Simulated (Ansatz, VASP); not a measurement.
BN: VASP beside Ansatz

```
CELL_PARAMETERS angstrom
2.49824 0.00000 0.00000
-1.24912 2.16354 0.00000
0.00000 0.00000 6.63570
ATOMIC_POSITIONS crystal
N 0.65978 0.32072 0.25176
N 0.33328 0.66572 0.74975
B 0.67884 0.34630 0.75184
B 0.33653 0.66438 0.24775
```

Change from the starting cell: atoms moved at random, drawn with an rms of 0.05 Å.

Alike in both runs: task single point; functional PBE; k mesh 12 × 12 × 4; occupations fermi-dirac, width 0.05 eV; no spin polarisation.

```csv
,VASP,Ansatz
version,VASP 6.6.1,Ansatz 0.2.0
potentials or method,"VASP PAW PBE potentials, release 64 (N, B), cutoff 520 eV","all-electron LAPW, scalar-relativistic"
```

VASP gave:

```
gap on the k mesh at the Fermi level (eV)       : 4.22
least direct gap on the mesh (eV)               : 4.63
pressure (GPa)                                  : 5.4
largest component of the traceless stress (GPa) : 2.66
rms of the force components (eV/Å)              : 0.729
```

**Question.** Which values does Ansatz return?

**Answer.** gap on the k mesh at the Fermi level (eV): 4.22; least direct gap on the mesh (eV): 4.63; pressure (GPa): 5.3; largest component of the traceless stress (GPa): 2.40; rms of the force components (eV/Å): 0.731.

Atom by atom the forces differ by 0.002 eV/Å (rms over components). Ansatz ran all-electron here, so the differences hold the error of VASP's frozen core and of both bases.

Caveats: forces of over 1 eV/Å show positions far from the minimum, so gaps and moduli don't describe the material at rest (VASP). A k mesh can miss the band edges.
